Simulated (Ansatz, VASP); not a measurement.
Ni: VASP beside Ansatz

```
Ni
1.0
     0.00000    1.75608    1.75608
     1.75608    0.00000    1.75608
     1.75608    1.75608    0.00000
Ni
1
Direct
  0.00000 0.00000 0.00000
```

Change from the starting cell: volume scaled by 0.98.

Alike in both runs: task single point; functional PBE; k mesh 18 × 18 × 18; occupations fermi-dirac, width 0.05 eV; collinear spin.

|  | VASP | Ansatz |
| --- | --- | --- |
| version | VASP 6.6.1 | Ansatz 0.2.0 |
| potentials or method | VASP PAW PBE potentials, release 64 (Ni), cutoff 520 eV | all-electron LAPW, scalar-relativistic |

Ansatz gave:

```
pressure (GPa)                                                : 1.0
net moment per atom (μB)                                      : 0.62
size of the moment on the site where the two differ most (μB) : 0.65
```

Which values does VASP return?

Pressure (GPa): 1.0; net moment per atom (μB): 0.62; size of the moment on the site where the two differ most (μB): 0.63.

Site moments also hang on the region over which each program counts them. Ansatz ran all-electron here, so the differences hold the error of VASP's frozen core and of both bases.
